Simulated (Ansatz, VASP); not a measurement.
Si in VASP and in Ansatz

File INCAR:

```
ALGO = Normal
EDIFF = 1E-7
EDIFFG = -0.05
ENCUT = 600
GGA = PS
IBRION = 2
ISIF = 3
ISMEAR = 1
LASPH = T
LCHARG = F
LREAL = F
LWAVE = F
NELM = 80
NSW = 80
PREC = Accurate
SIGMA = 0.1
```

The input KPOINTS:

```
k-points
0
Gamma
  10 10 9
```

File POSCAR:

```
Si
1.0
    2.5270000000      0.0000000000      0.0000000000
   -1.2635000000      2.1884461954      0.0000000000
    0.0000000000      0.0000000000      2.3730000000
Si
1
Direct
    0.0000000000      0.0000000000      0.0000000000
```

Input for Ansatz:

```yaml
crystal:
  lattice:
    a: 2.527
    b: 2.527
    c: 2.373
    alpha: 90.0
    beta: 90.0
    gamma: 120.0
  space_group: 191
  atoms:
    - { symbol: Si, position: [0.0, 0.0, 0.0] }
basis:
  ecutwfc: 420.0
kpoints:
  mp_grid:
    grid: [10, 10, 9]
hamiltonian:
  xc: pbesol
  dispersion: none
scf:
  occupations:
    method: cold
    width: 0.1
relax:
  f_tol: 0.05
  max_steps: 60
  cell: {}
```

This isn't the form of Si at room conditions, which is diamond.

Alike in both runs: task relaxation of cell and atoms; functional PBEsol; k mesh 10 × 10 × 9; no spin polarisation.

```csv
,VASP,Ansatz
version,VASP 6.6.1,Ansatz 0.2.0
potentials or method,"VASP PAW PBE potentials, release 64 (Si)","plane waves, PAW"
plane-wave cutoff (eV),600,420
occupations,"methfessel-paxton of order 1, width 0.1 eV","cold, width 0.1 eV"
valence electrons in the cell,4,4
```

VASP gave:

| Item | Value |
| --- | --- |
| relaxed volume (Å³/atom) | 15.00 |
| relaxed cell length with the largest relative difference (Å) | 2.672 |
| energy change over the relaxation (meV/atom) | -105 |

Q: What did Ansatz give for the same quantities?

A: Relaxed volume (Å³/atom): 14.99; relaxed cell length with the largest relative difference (Å): 2.671; energy change over the relaxation (meV/atom): -103.

Caveats: the PAW data sets were made with another functional, which shifts forces and pressure a little (VASP); the volume moved by +14 % from the deposited cell, more than functionals usually miss. Zero-point motion and thermal expansion aren't in these numbers.
